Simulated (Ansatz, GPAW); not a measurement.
This is a calculation of AlPt for GPAW 26.7.0 (ASE script). The cell is a database's computed one, not the measured one.

The input run.py:

```python
from ase.dft.bandgap import bandgap
from ase.io import read, write
from ase.units import GPa
from gpaw import GPAW, PW, setup_paths

setup_paths.insert(0, '.')

atoms = read('AlPt.xyz')

calc = GPAW(mode=PW(600),
            xc='PBEsol',
            kpts={'size': (5, 5, 5), 'gamma': True},
            occupations={'name': 'fermi-dirac', 'width': 0.05},
            setups={'Pt': ':d,3.0'},
            nbands=66,
            convergence={'density': 1e-05, 'energy': 1e-05},
            maxiter=150,
            txt='gpaw.txt')
atoms.calc = calc
energy = atoms.get_potential_energy()
forces = atoms.get_forces()
stress = atoms.get_stress()
calc.write('gs.gpw')
write('result.traj', atoms)
print(f'Energy: {energy:.6f} eV')
print('Forces (eV/A):')
print(forces.round(4))
print('Stress (GPa):', (stress / GPa).round(3))
print('Fermi level:', round(calc.get_fermi_level(), 4), 'eV')
print(f'Gap: {bandgap(calc)[0]:.4f} eV, direct: {bandgap(calc, direct=True)[0]:.4f} eV')
```

Contents of AlPt.xyz:

```xyz
8
Lattice="4.8789320700 0.0000000000 0.0000000000 0.0000000000 4.8789320700 0.0000000000 0.0000000000 0.0000000000 4.8789320700" Properties=species:S:1:pos:R:3 pbc="T T T"
Pt     4.1223899337      3.1960081713      1.6829238987
Pt     3.1960081713      1.6829238987      4.1223899337
Pt     1.6829238987      4.1223899337      3.1960081713
Pt     0.7565421363      0.7565421363      0.7565421363
Al     0.7609567892      1.6785092458      3.2004228242
Al     1.6785092458      3.2004228242      0.7609567892
Al     3.2004228242      0.7609567892      1.6785092458
Al     4.1179752808      4.1179752808      4.1179752808
```

Potentials or basis: PAW data sets generated in the run's folder for this functional, pw.

The run is started by

```sh
$ gpaw-setup -f PBEsol Al Pt
$ OMP_NUM_THREADS=1 python run.py
```

Q: What does the same run look like in Ansatz 0.2.0? Potentials or basis there: Ansatz PAW, cutoff 420 eV.

A: As run (cutoffs and basis follow the program's own potentials, and thresholds, step limits or extra output files can differ):

input.yaml

```yaml
crystal:
  lattice:
    - [4.87893207, 0.0, 0.0]
    - [0.0, 4.87893207, 0.0]
    - [0.0, 0.0, 4.87893207]
  atoms:
    - { symbol: Pt, position: [0.84493694, 0.65506306, 0.34493694] }
    - { symbol: Pt, position: [0.65506306, 0.34493694, 0.84493694] }
    - { symbol: Pt, position: [0.34493694, 0.84493694, 0.65506306] }
    - { symbol: Pt, position: [0.15506306, 0.15506306, 0.15506306] }
    - { symbol: Al, position: [0.1559679, 0.3440321, 0.6559679] }
    - { symbol: Al, position: [0.3440321, 0.6559679, 0.1559679] }
    - { symbol: Al, position: [0.6559679, 0.1559679, 0.3440321] }
    - { symbol: Al, position: [0.8440321, 0.8440321, 0.8440321] }
hamiltonian:
  xc: pbesol
  pseudopotentials: { kind: paw }
  hubbard: { sites: [{ species: Pt, l: d, u_eff: 3.0 }] }
kpoints:
  mp_grid: { grid: [5, 5, 5] }
scf:
  occupations: { method: fermi_dirac, width: 0.05 }
output:
  forces: true
  stress: true
  eigenvalues: true
```

Potentials or basis: Ansatz PAW.

Command:

```console
$ ansatz run input.yaml --threads 4 --pin off --max-ram 11264MiB --backend cpu --events-out ev --progress --plain --runs-dir out
```

Both were run:

|  | GPAW | Ansatz |
| --- | --- | --- |
| Pressure | -3.2 GPa | -1.0 GPa |

Ansatz's pressure holds a Pulay term of +0.05 GPa for its cutoff of 420 eV, which the other run lacks.

The potentials hold 76 and 84 valence electrons a cell.

Ansatz's potentials were made for PBE.

Where Ansatz's input types no cutoff or centring, it takes its own default and a Γ-centred mesh.

How U acts hangs on each program's projectors.

Pressure is positive in compression.
